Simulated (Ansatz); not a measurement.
# SrTe (rocksalt): zero-pressure volume and bulk modulus with PBE + D3(BJ)

An exercise on one series of results from a longer session: the logs are not shown, and one member is left open.

Program: Ansatz 0.2.0. Level of theory: DFT PBE + D3(BJ), scalar-relativistic, plane waves, PAW. These are calculated values, not measurements.

## The system as given

The structure is cubic, space group Fm-3m (No. 225). Conventional cell: a = 6.470 Å, b = 6.470 Å, c = 6.470 Å, α = 90.00°, β = 90.00°, γ = 90.00°. Around Sr (site symmetry m-3m) lie 6 Te at 3.23 Å. Te (site symmetry m-3m) is surrounded by 6 Sr at 3.23 Å.

As a file:

```
CELL_PARAMETERS angstrom
0.00000 3.23500 3.23500
3.23500 0.00000 3.23500
3.23500 3.23500 0.00000
ATOMIC_POSITIONS crystal
Sr 0.50000 0.50000 0.50000
Te 0.00000 0.00000 0.00000
```

At PBE, an earlier run found 4.65 GPa for this cell of 33.855 Å³/atom (6×6×6 mesh), gap on the mesh 1.47 eV. The cell is compressed at this level.

Set-up of the first run:

Contents of input.yaml:

```yaml
crystal:
  lattice:
    - [0.0, 3.2349999084, 3.2349999084]
    - [3.2349999084, 0.0, 3.2349999084]
    - [3.2349999084, 3.2349999084, 0.0]
  atoms:
    - { symbol: Sr, position: [0.5, 0.5, 0.5] }
    - { symbol: Te, position: [0.0, 0.0, 0.0] }
basis:
  ecutwfc: 420
  ecutrho_ratio: 4
kpoints:
  mp_grid: { grid: [6, 6, 6] }
hamiltonian:
  xc: pbe
  dispersion: d3bj
scf:
  occupations: { method: gaussian, width: 0.05 }
output:
  forces: true
  stress: true
  eigenvalues: true
```

Launch:

```console
ansatz run input.yaml --threads 4 --pin off --max-ram 8192MiB --backend cpu --events-out ev --progress --plain --runs-dir out
```

Steps of the session up to this table: At the given cell; Stepping to 34.487 Å³/atom; Stepping to 36.262 Å³/atom; Volume × 0.98 of the new zero; Volume × 1.02 of the new zero; Volume × 0.96 of the new zero; Volume × 1.04 of the new zero.

One of the session's tables, all rows but one given; the rest of the session is left out.

It belongs to the step «Energy and pressure against volume». 

| volume (Å³/atom) | energy (meV/atom) | pressure (GPa) |
| --- | --- | --- |
| 34.811 | 6.66 | 1.56 |
| 35.537 | 1.54 | 0.72 |
| 36.262 | 0.00 | -0.03 |
| 36.987 | ? | ? |
| 37.712 | 6.31 | -1.32 |

Estimate the missing values for volume (Å³/atom) = 36.987.

Worked estimate for «energy (meV/atom)». A straight line through the neighbours (36.262, 0.00) and (37.712, 6.31) gives 0.00 + (6.31 − 0.00) × (36.987 − 36.262) / (37.712 − 36.262) = 3.15; a parabola fitted to 3 rows on both sides gives 1.59.

The run gave: energy (meV/atom): 1.70; pressure (GPa): -0.71. In «energy (meV/atom)» the line misses by +1.45 and the parabola by -0.11.
